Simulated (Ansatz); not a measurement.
Al3Cu2, 5 atoms in the cell. Symmetry: P-3m1, No. 164, trigonal system. Conventional cell: a = 4.092 Å, b = 4.092 Å, c = 4.993 Å, α = 90.00°, β = 90.00°, γ = 120.00°. Cu (site symmetry 3m) is surrounded by 8 Al at 2.44 to 2.55 Å. Al (site symmetry 3m) has 5 Cu at 2.44 to 2.55 Å and 3 Al at 2.80 Å as nearest neighbours. Al (site symmetry -3m) is surrounded by 6 Cu at 2.49 Å. The cell comes from a database or a generator and needn't be the stable form of this composition.

- Program: Ansatz 0.2.0
- Task: band structure
- Functional: PBEsol
- Potentials or basis: JTH PAW
- Cutoff: 1350 eV (not typed: the program's choice for these potentials)
- k mesh: 8 × 8 × 6
- Occupations: fermi-dirac, width 0.05 eV
- Spin: no spin polarisation
- Path: [["G", "M", "K", "G", "A", "L", "H", "A"], ["L", "M"], ["K", "H"]]
- Points for each segment of the path: 14

Potentials or basis: JTH PAW.

Launch:

```console
$ ansatz run input.yaml --threads 2 --pin off --max-ram 5632MiB --backend cpu --events-out ev --progress --plain --runs-dir out
```

Hardware: 2 threads of Arm Neoverse V2, on a shared host.

**Question.** How long does it take, and how much memory?

**Answer.** It took 35 s on 2 threads of Arm Neoverse V2, on a shared host, peak memory 1.3 GiB. Counts: scf iterations 9, plane waves 8165, k points 50, bands 36.
